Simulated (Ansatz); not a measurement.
# BAs: deformation potentials from a series

```xyz
2
Lattice="0.0000 2.3885 2.3885 2.3885 0.0000 2.3885 2.3885 2.3885 0.0000" Properties=species:S:1:pos:R:3 pbc="T T T"
B     0.0000    0.0000    0.0000
As    3.5827    3.5827    3.5827
```

Atoms are numbered in the order listed.

Conventional cell: a = 4.777 Å, b = 4.777 Å, c = 4.777 Å, α = 90.00°, β = 90.00°, γ = 90.00°. Around B (atom 1) lie 4 As at 2.07 Å. As (atom 2) has 4 B at 2.07 Å as nearest neighbours.

The geometry is COD entry 9008833, unchecked; take it as a test cell.

Method: DFT, LDA, all-electron LAPW, scalar-relativistic (Ansatz 0.2.0).

Numerical set-up: a Γ-centred 15×15×15 k mesh, Fermi–Dirac smearing of 0.03 eV, basis error target 0.25 meV/atom, no spin polarisation.

The cell is scaled evenly. Fractional coordinates are held (clamped ions).

Only quantities that a quadratic follows smoothly over the whole series are listed; rougher ones are left out.

```
ln(V/Vcell)  direct gap at Γ (eV)  smallest gap on mesh and path (eV)
    -0.0619                 3.337                               1.076
    -0.0408                 3.308                               1.095
    -0.0101                 3.268                               1.123
     0.0000                 3.255                               1.131
     0.0100                 3.242                               1.140
     0.0198                 3.230                               1.148
     0.0392                 3.206                               1.164
     0.0583                 3.182                               1.180
```

Q: Fit the series and give the slopes at zero strain.

A: Least-squares fits y = p0 + p1 x + p2 x² to the rows give direct gap at Γ (eV): p1 = -1.28, p2 = 0.62; smallest gap on mesh and path (eV): p1 = 0.862, p2 = -0.5. So dEg/dln V = -1.3 eV for the direct gap at Γ, which isn't the fundamental gap here: that one has dEg/dln V = 0.9 eV. Semilocal gaps are too small, but their slopes carry over better.

Q: One run, at ln(V/Vcell) = -0.0202, is withheld. Predict its row.

A: The fits give 3.281, 1.114; the run gave 3.281, 1.114.
